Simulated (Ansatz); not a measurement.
Runs of Ansatz 0.2.0 on LiCl. The structure is cubic, space group Fm-3m (No. 225). The conventional cell has a = 5.130 Å, b = 5.130 Å, c = 5.130 Å, α = 90.00°, β = 90.00°, γ = 90.00°. Around Cl (site symmetry m-3m) lie 6 Li at 2.56 Å. Li (site symmetry m-3m) is surrounded by 6 Cl at 2.56 Å. 

```tsv
share of exact exchange	gap on the mesh (eV)	pressure (GPa)
0.05	(b)	(d)
0.1	6.89	0.1
0.2	(c)	(a)
0.5	9.21	-0.9
0.25	7.75	-0.3
0.4	8.62	-0.7
0.15	7.17	0.0
0.3	8.04	-0.4
```

Alike in all rows: task single point; level HSE06 form with a typed share of exact exchange; potentials or basis Ansatz PAW; no spin polarisation; cell as given; k mesh 5 × 5 × 5; cutoff (eV) 420; smearing fermi-dirac 0.05 eV; the mesh is coarse, so values aren't converged.

**Question.** Fill in the values left out.

**Answer.** (a) -0.1; (b) 6.61; (c) 7.46; (d) 0.3.

Caveats: all runs use coarse meshes; odd divisions of the mesh miss points on the zone boundary, where band edges often lie, so the gap on the mesh can be too wide; the PAW data sets come from PBE, with cores solved anew for the run's functional, which leaves a small shift of forces and pressure; the thresholds are loose for stress.

